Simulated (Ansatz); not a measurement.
# Ge$_{2}$Sb$_{2}$Te$_{5}$ (P-3m1)

These are results of DFT r2SCAN, scalar-relativistic, plane waves, PAW in Ansatz 0.2.0, not measurements.

Plane waves to 500 eV, a k mesh through Γ of 12×12×2 on the computed 9-atom cell and Gaussian smearing (0.01 eV); no spin polarisation.

The structure is relaxed at this level of theory with its symmetry kept. Whether it is the stable form of this composition wasn't checked.

Space group P-3m1 (No. 164). a = 4.227 Å, b = 4.227 Å, c = 18.317 Å, α = 90.00°, β = 90.00°, γ = 120.00°
```tsv
atom	site	symmetry	x	y	z
Ge	2c	3m.	0.0000	0.0000	0.3293
Sb	2d	3m.	0.3333	0.6667	0.1109
Te	1a	-3m.	0.0000	0.0000	0.0000
Te	2d	3m.	0.3333	0.6667	0.7941
Te	2d	3m.	0.3333	0.6667	0.4057
```

* Space group: P-3m1 (No. 164)
* Volume per atom: 31.49 Å³
* Formation energy from the elements' standard states (uncorrected): -0.067 eV/atom
* Generalised Kohn–Sham band gap: 0.07 eV, direct at Γ
* Löwdin character of the top 1 eV of the valence band: Te 5p 63 %, Ge 4s 11 %, Ge 4p 11 %, Sb 5p 8 %
* Löwdin character of the lowest 1 eV of the conduction band: Sb 5p 43 %, Te 5p 37 %, Ge 4p 8 %
* Electron masses at the edge by Cartesian direction of the standard setting (m_e; degenerate bands sorted by energy; no spin-orbit coupling): x: 0.24, 0.29, 0.14; y: 0.19, 0.52, 0.13; z: 0.88, 4.9, 4.9
* Hole masses at the edge by Cartesian direction of the standard setting (m_e; degenerate bands sorted by energy; no spin-orbit coupling): x: 0.12; y: 0.12; z: 0.68
* Bader charges (e): Ge (2 in the cell) 0.36, Sb (2 in the cell) 0.56, Te (1 in the cell) -0.49, Te (2 in the cell) -0.34, Te (2 in the cell) -0.34

Spin-orbit coupling is left out, which matters for the bands of heavy elements. Each cell of Ge2Sb2Te5 holds layers, and where no dispersion correction was added their binding is poorly described.

Cost: 3 runs of about 30 core-minutes in all, on Intel Xeon Processor @ 2.50GHz (Skylake/Cascade Lake) (shared hosts).